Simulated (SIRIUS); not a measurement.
# Te (P3_121) in SIRIUS: notebook

Runs on Te. Level: LDA. Tasks: equation of state.

Program: SIRIUS 7.12.0. These are calculated values, not measurements. Logs are shortened: lines on timing, memory, paths and dates and some standing lists are left out, and cuts for length are marked. The log counts tension as positive stress, the text compression.

## 1. The crystal as given

It takes space group P3_121 (No. 152, trigonal). The conventional cell has a = 4.454 Å, b = 4.454 Å, c = 5.924 Å, α = 90.00°, β = 90.00°, γ = 120.00°. Around Te (site symmetry 2) lie 2 Te at 2.86 Å.

## 2. Equation of state, LDA, 31.89 Å³/atom (volume scaled by 0.94)

sirius.json reads:

```json
{
  "control": {
    "processing_unit": "cpu",
    "std_evp_solver_name": "lapack",
    "gen_evp_solver_name": "lapack",
    "verbosity": 2,
    "print_forces": false,
    "ortho_rf": true,
    "use_second_variation": true,
    "rmt_max": 3.0,
    "num_bands_to_print": 24,
    "save_wf": true
  },
  "parameters": {
    "electronic_structure_method": "full_potential_lapwlo",
    "xc_functionals": ["XC_LDA_X", "XC_LDA_C_PW"],
    "core_relativity": "dirac",
    "valence_relativity": "iora",
    "num_fv_states": 44,
    "smearing": "fermi_dirac",
    "smearing_width": 0.0018374661,
    "pw_cutoff": 20,
    "gk_cutoff": 3.31,
    "lmax_apw": 10,
    "lmax_rho": 8,
    "lmax_pot": 8,
    "num_mag_dims": 0,
    "auto_rmt": 0,
    "ngridk": [7, 7, 5],
    "shiftk": [0, 0, 0],
    "num_dft_iter": 80,
    "energy_tol": 1e-07,
    "density_tol": 1e-05,
    "use_symmetry": true
  },
  "settings": {"tol_ne": 1e-10},
  "iterative_solver": {"type": "exact"},
  "mixer": {"type": "anderson", "beta": 0.5, "max_history": 8},
  "unit_cell": {
    "lattice_vectors": [[8.2450196991, 0.0, 0.0], [-4.1225098495, 7.1403965142, 0.0], [0.0, 0.0, 10.9662094067]],
    "atom_types": ["Te"],
    "atom_files": {"Te": "Te.json"},
    "atoms": {"Te": [[0.731, 0.731, 0.0], [0.0, 0.269, 0.6666666667], [0.269, 0.0, 0.3333333333]]}
  }
}
```

Te.json reads:

```json
{
  "name": "tellurium",
  "symbol": "Te",
  "number": 52,
  "mass": 127.6,
  "rmin": 1e-06,
  "rmt": 2.54,
  "nrmt": 800,
  "rinf": 14.28,
  "core": "1s2s2p3s3p3d",
  "valence": [
    {"basis": [{"enu": 0.02, "dme": 0, "n": 0, "auto": 0}, {"enu": 0.02, "dme": 1, "n": 0, "auto": 0}]},
    {"l": 0, "n": 1, "basis": [{"enu": 0.0009, "dme": 0, "n": 0, "auto": 0}]},
    {"l": 1, "n": 2, "basis": [{"enu": 0.12, "dme": 0, "n": 0, "auto": 0}]},
    {"l": 2, "n": 3, "basis": [{"enu": 0.12, "dme": 0, "n": 0, "auto": 0}]},
    {"l": 3, "n": 4, "basis": [{"enu": 0.12, "dme": 0, "n": 0, "auto": 0}]}
  ],
  "lo": [
    {
      "l": 0,
      "basis": [{"enu": 0.0009, "dme": 0, "n": 0, "auto": 0}, {"enu": 0.0009, "dme": 1, "n": 0, "auto": 0}]
    },
    {
      "l": 0,
      "basis": [{"enu": -5.6639, "dme": 0, "n": 4, "auto": 1}, {"enu": -5.6639, "dme": 1, "n": 4, "auto": 1}]
    },
    {
      "l": 0,
      "basis": [{"enu": -5.6639, "dme": 1, "n": 4, "auto": 1}, {"enu": 0.0009, "dme": 0, "n": 0, "auto": 0}]
    },
    {
      "l": 0,
      "basis": [{"enu": 0.0009, "dme": 0, "n": 0, "auto": 0}, {"enu": 2.4809, "dme": 0, "n": 0, "auto": 0}]
    },
    {"l": 1, "basis": [{"enu": 0.12, "dme": 0, "n": 0, "auto": 0}, {"enu": 0.12, "dme": 1, "n": 0, "auto": 0}]},
    {
      "l": 1,
      "basis": [{"enu": -3.846, "dme": 0, "n": 4, "auto": 1}, {"enu": -3.846, "dme": 1, "n": 4, "auto": 1}]
    },
    {"l": 1, "basis": [{"enu": -3.846, "dme": 1, "n": 4, "auto": 1}, {"enu": 0.12, "dme": 0, "n": 0, "auto": 0}]},
    {"l": 1, "basis": [{"enu": 0.12, "dme": 0, "n": 0, "auto": 0}, {"enu": 2.972, "dme": 0, "n": 0, "auto": 0}]},
    {"l": 2, "basis": [{"enu": 0.12, "dme": 0, "n": 0, "auto": 0}, {"enu": 0.12, "dme": 1, "n": 0, "auto": 0}]},
    {
      "l": 2,
      "basis": [{"enu": -1.1902, "dme": 0, "n": 4, "auto": 1}, {"enu": -1.1902, "dme": 1, "n": 4, "auto": 1}]
    },
    {
      "l": 2,
      "basis": [{"enu": -1.1902, "dme": 1, "n": 4, "auto": 1}, {"enu": 0.12, "dme": 0, "n": 0, "auto": 0}]
    },
    {"l": 2, "basis": [{"enu": 0.12, "dme": 0, "n": 0, "auto": 0}, {"enu": 3.344, "dme": 0, "n": 0, "auto": 0}]},
    {"l": 3, "basis": [{"enu": 0.12, "dme": 0, "n": 0, "auto": 0}, {"enu": 0.12, "dme": 1, "n": 0, "auto": 0}]},
    {"l": 3, "basis": [{"enu": 0.12, "dme": 0, "n": 0, "auto": 0}, {"enu": 2.817, "dme": 0, "n": 0, "auto": 0}]}
  ],
  "free_atom": [... radial grid and density of the free atom, the start of the SCF ...]
}
```

sirius_start.json reads:

```json
{
  "control": {
    "processing_unit": "cpu",
    "std_evp_solver_name": "lapack",
    "gen_evp_solver_name": "lapack",
    "verbosity": 1,
    "print_forces": false,
    "ortho_rf": true,
    "use_second_variation": true,
    "rmt_max": 3.0,
    "num_bands_to_print": 24,
    "save_wf": false
  },
  "parameters": {
    "electronic_structure_method": "full_potential_lapwlo",
    "xc_functionals": ["XC_LDA_X", "XC_LDA_C_PW"],
    "core_relativity": "dirac",
    "valence_relativity": "iora",
    "num_fv_states": 44,
    "smearing": "fermi_dirac",
    "smearing_width": 0.0055123983,
    "pw_cutoff": 20,
    "gk_cutoff": 2.65,
    "lmax_apw": 10,
    "lmax_rho": 8,
    "lmax_pot": 8,
    "num_mag_dims": 0,
    "auto_rmt": 0,
    "ngridk": [3, 3, 2],
    "shiftk": [0, 0, 0],
    "num_dft_iter": 30,
    "energy_tol": 0.01,
    "density_tol": 0.05,
    "use_symmetry": true
  },
  "settings": {"tol_ne": 1e-10},
  "iterative_solver": {"type": "exact"},
  "mixer": {"type": "anderson", "beta": 0.5, "max_history": 8},
  "unit_cell": {
    "lattice_vectors": [[8.2450196991, 0.0, 0.0], [-4.1225098495, 7.1403965142, 0.0], [0.0, 0.0, 10.9662094067]],
    "atom_types": ["Te"],
    "atom_files": {"Te": "Te.json"},
    "atoms": {"Te": [[0.731, 0.731, 0.0], [0.0, 0.269, 0.6666666667], [0.269, 0.0, 0.3333333333]]}
  }
}
```

Potentials or basis: all-electron FP-LAPW, apw+lo standard.

Launch:

```
OMP_NUM_THREADS=1 sirius.scf --input=sirius_start.json --output=start.json
OMP_NUM_THREADS=1 sirius.scf --input=sirius.json --output=output.json --task=1
```

Standard output:

```text
[info] SIRIUS version : 7.12.0
[info] number of MPI ranks           : 1
[info] MPI grid                      : 1 1
[info] maximum number of OMP threads : 1
[fft] FFT context for density and potential
[fft] =====================================
[fft]   plane wave cutoff                     : 20
[fft]   grid size                             : 60 60 72   total : 259200
[fft]   grid limits                           : -29 30   -29 30   -35 36
[fft]   number of G-vectors within the cutoff : 87279
[fft]   number of G-shells                    : 4231
[fft] FFT context for coarse grid
[fft] =====================================
[fft]   plane wave cutoff                     : 6.62
[fft]   grid size                             : 20 20 27   total : 10800
[fft]   grid limits                           : -9 10   -9 10   -13 13
[fft]   number of G-vectors within the cutoff : 3173
[fft]   number of G-shells                    : 203
[unit cell] lattice vectors
[unit cell]   a1 :       8.2450196991      0.0000000000      0.0000000000
[unit cell]   a2 :      -4.1225098495      7.1403965142      0.0000000000
[unit cell]   a3 :       0.0000000000      0.0000000000     10.9662094067
[unit cell] reciprocal lattice vectors
[unit cell]   b1 :       0.7620582529      0.4399745375     -0.0000000000
[unit cell]   b2 :       0.0000000000      0.8799490749      0.0000000000
[unit cell]   b3 :       0.0000000000     -0.0000000000      0.5729587202
[unit cell] unit cell volume :       645.61046531 [a.u.^3]
[unit cell] 1/sqrt(omega)    :         0.03935634
[unit cell] MT volume        :       205.92591951 (31.90%)
[unit cell] IT volume        :       439.68454581 (68.10%)
[unit cell] number of atom types : 1
[unit cell] type id : 0 symbol : Te mt_radius :   2.540000 num_atoms : 3
[unit cell] total number of atoms : 3
[unit cell] number of symmetry classes : 1
[unit cell] atom id  type id  class id             position                      vector_field
[unit cell] ------------------------------------------------------------------------------------------
[unit cell]      0        0        0      0.73100   0.73100   0.00000      0.00000   0.00000   0.00000
[unit cell]      1        0        0      0.00000   0.26900   0.66667      0.00000   0.00000   0.00000
[unit cell]      2        0        0      0.26900   0.00000   0.33333      0.00000   0.00000   0.00000
[unit cell] atom id         position (Cartesian, a.u.)
[unit cell] ---------------------------------------------
[unit cell]      0       3.013555    5.219630    0.000000
[unit cell]      1      -1.108955    1.920767    7.310806
[unit cell]      2       2.217910    0.000000    3.655403
[unit cell] class id : 0 atom id : 0 1 2
[... 283 lines left out ...]
[diagonalize] Lowest band energies
[diagonalize] ik:    0   -5.654877   -5.654865   -5.654865   -3.827561   -3.827561   -3.827430   -3.826140   -3.826056   -3.826056   -3.820655   -3.820655   -3.820653   -1.169916   -1.169916   -1.167573   -1.167404   -1.167404   -1.164351   -1.162675   -1.162638   -1.162638   -1.161508   -1.161338   -1.161338
[diagonalize] ik:    1   -5.654877   -5.654865   -5.654865   -3.827561   -3.827560   -3.827431   -3.826140   -3.826055   -3.826055   -3.820655   -3.820654   -3.820652   -1.169886   -1.169854   -1.167554   -1.167378   -1.167368   -1.164365   -1.162719   -1.162606   -1.162580   -1.161494   -1.161350   -1.161313
[diagonalize] ik:    2   -5.654877   -5.654865   -5.654865   -3.827560   -3.827560   -3.827431   -3.826139   -3.826055   -3.826054   -3.820654   -3.820654   -3.820651   -1.169825   -1.169733   -1.167555   -1.167359   -1.167308   -1.164396   -1.162794   -1.162558   -1.162514   -1.161501   -1.161394   -1.161305
[diagonalize] ik:    3   -5.654877   -5.654865   -5.654865   -3.827561   -3.827561   -3.827432   -3.826139   -3.826056   -3.826055   -3.820656   -3.820655   -3.820652   -1.169786   -1.169660   -1.167570   -1.167355   -1.167278   -1.164438   -1.162846   -1.162566   -1.162479   -1.161545   -1.161531   -1.161419
[diagonalize] ik:    4   -5.654877   -5.654865   -5.654865   -3.827560   -3.827560   -3.827431   -3.826139   -3.826055   -3.826054   -3.820654   -3.820654   -3.820651   -1.169842   -1.169758   -1.167544   -1.167357   -1.167323   -1.164383   -1.162767   -1.162564   -1.162529   -1.161483   -1.161380   -1.161280
[diagonalize] ...
[diagonalize] ik:   27   -5.654874   -5.654872   -5.654861   -3.827598   -3.827493   -3.827462   -3.826120   -3.826099   -3.826031   -3.820656   -3.820653   -3.820652   -1.170788   -1.168269   -1.167815   -1.167694   -1.166440   -1.165634   -1.162805   -1.162757   -1.162269   -1.161596   -1.161354   -1.161277
[diagonalize] ik:   28   -5.654874   -5.654872   -5.654861   -3.827597   -3.827493   -3.827461   -3.826119   -3.826099   -3.826032   -3.820656   -3.820653   -3.820652   -1.170765   -1.168207   -1.167787   -1.167628   -1.166411   -1.165591   -1.162842   -1.162764   -1.162235   -1.161658   -1.161341   -1.161244
[diagonalize] ik:   29   -5.654874   -5.654871   -5.654862   -3.827597   -3.827493   -3.827461   -3.826119   -3.826098   -3.826032   -3.820656   -3.820653   -3.820652   -1.170743   -1.168177   -1.167764   -1.167611   -1.166387   -1.165575   -1.162847   -1.162764   -1.162229   -1.161676   -1.161325   -1.161236
[diagonalize] ik:   30   -5.654874   -5.654872   -5.654861   -3.827598   -3.827493   -3.827461   -3.826119   -3.826099   -3.826032   -3.820656   -3.820653   -3.820652   -1.170757   -1.168206   -1.167780   -1.167646   -1.166404   -1.165605   -1.162832   -1.162769   -1.162246   -1.161665   -1.161341   -1.161258
[diagonalize] ik:   31   -5.654874   -5.654871   -5.654862   -3.827597   -3.827493   -3.827461   -3.826119   -3.826099   -3.826032   -3.820656   -3.820653   -3.820652   -1.170730   -1.168169   -1.167766   -1.167615   -1.166387   -1.165575   -1.162844   -1.162778   -1.162221   -1.161686   -1.161309   -1.161254
[generate_core_charge_density] atom class : 0
[generate_core_charge_density]   n,l,k : 1 0 1  energy :       -1159.90013296
[generate_core_charge_density]   n,l,k : 2 0 1  energy :        -177.55389281
[generate_core_charge_density]   n,l,k : 2 1 1  energy :        -166.42163341
[generate_core_charge_density]   n,l,k : 2 1 2  energy :        -156.34712221
[generate_core_charge_density]   n,l,k : 3 0 1  energy :         -35.02645846
[generate_core_charge_density]   n,l,k : 3 1 1  energy :         -30.44113582
[generate_core_charge_density]   n,l,k : 3 1 2  energy :         -28.56383561
[generate_core_charge_density]   n,l,k : 3 2 2  energy :         -20.44422299
[generate_core_charge_density]   n,l,k : 3 2 3  energy :         -20.05114368
[find] Total energy                   :  -20373.67593895 (Ha),  -40747.35187790 (Ry)
[find] iteration : 1, RMS (target) : 3.7397e-03 (1.0000e-05) , energy difference (target) : -7.7594e-05 (1.0000e-07)
[find] Total energy                   :  -20373.67593195 (Ha),  -40747.35186390 (Ry)
[find] iteration : 2, RMS (target) : 1.5414e-03 (1.0000e-05) , energy difference (target) : 6.9999e-06 (1.0000e-07)
[find] Total energy                   :  -20373.67592699 (Ha),  -40747.35185398 (Ry)
[find] iteration : 3, RMS (target) : 2.6787e-04 (1.0000e-05) , energy difference (target) : 4.9608e-06 (1.0000e-07)
[find] Total energy                   :  -20373.67592717 (Ha),  -40747.35185434 (Ry)
[find] iteration : 4, RMS (target) : 1.0896e-04 (1.0000e-05) , energy difference (target) : -1.8187e-07 (1.0000e-07)
[... 14 lines left out ...]
[find] valence_eval_sum               :    -137.68325456
[find] core_eval_sum                  :  -12240.92035783
[find] kinetic energy                 :   21531.56894765
[find] enuc                           :  -24777.88834160
[find] <rho|V^{XC}>                   :    -678.25482946
[find] <rho|E^{XC}>                   :    -511.39776484
[find] <mag|B^{XC}>                   :       0.00000000
[find] <rho|V^{H}>                    :  -33231.91773057
[find] smearing (-TS)                 :      -0.00000488
[find] SCF correction                 :       0.00009663
[find] Total energy                   :  -20373.67592744 (Ha),  -40747.35185488 (Ry)
[find] Free energy (E-TS)             :  -20373.67593232 (Ha),  -40747.35186463 (Ry)
[find] band gap (eV)                  :       0.56236541
[find] Efermi                         :       0.21351383
[find] iteration : 6, RMS (target) : 1.3677e-06 (1.0000e-05) , energy difference (target) : 2.8376e-10 (1.0000e-07)
[find] converged after 7 SCF iterations!
[find] Charges and magnetic moments
[find] --------------------------------------------------------------------------------
[find] atom      charge    core leakage
[find] --------------------------------------------------------------------------------
[find]    0   49.739129    8.164403e-12
[find]    1   49.739129    8.164403e-12
[find]    2   49.739129    8.164403e-12
[find] total core leakage    : 2.44932077e-11
[find] interstitial charge   : 6.782607
[find] total charge          : 155.999995
[find] Energy
[find] --------------------------------------------------------------------------------
[find] valence_eval_sum               :    -137.68325456
[find] core_eval_sum                  :  -12240.92035783
[find] kinetic energy                 :   21531.56894765
[find] enuc                           :  -24777.88834160
[find] <rho|V^{XC}>                   :    -678.25482946
[find] <rho|E^{XC}>                   :    -511.39776484
[find] <mag|B^{XC}>                   :       0.00000000
[find] <rho|V^{H}>                    :  -33231.91773057
[find] smearing (-TS)                 :      -0.00000488
[find] SCF correction                 :       0.00009663
[find] Total energy                   :  -20373.67592744 (Ha),  -40747.35185488 (Ry)
[find] Free energy (E-TS)             :  -20373.67593232 (Ha),  -40747.35186463 (Ry)
[find] band gap (eV)                  :       0.56236541
[find] Efermi                         :       0.21351383
```

It took 64 s on 1 thread of Intel Xeon 6975P-C (Granite Rapids), shared host; peak memory 0.68 GiB.

What came out:

| Property | Result |
| --- | --- |
| Free energy | -554395.9650 eV |
| Band gap on the k mesh | 0.56 eV, indirect (least direct gap 0.80 eV) |
| All electrons inside the program's atomic spheres | Te 49.74 (radii Te 2.54 bohr) |

Caveat: spin-orbit coupling is left out, which moves the levels of the heavy elements; an odd mesh through Γ misses points on the zone boundary, where band edges often lie.

(Part 1 of 3 ends here.)
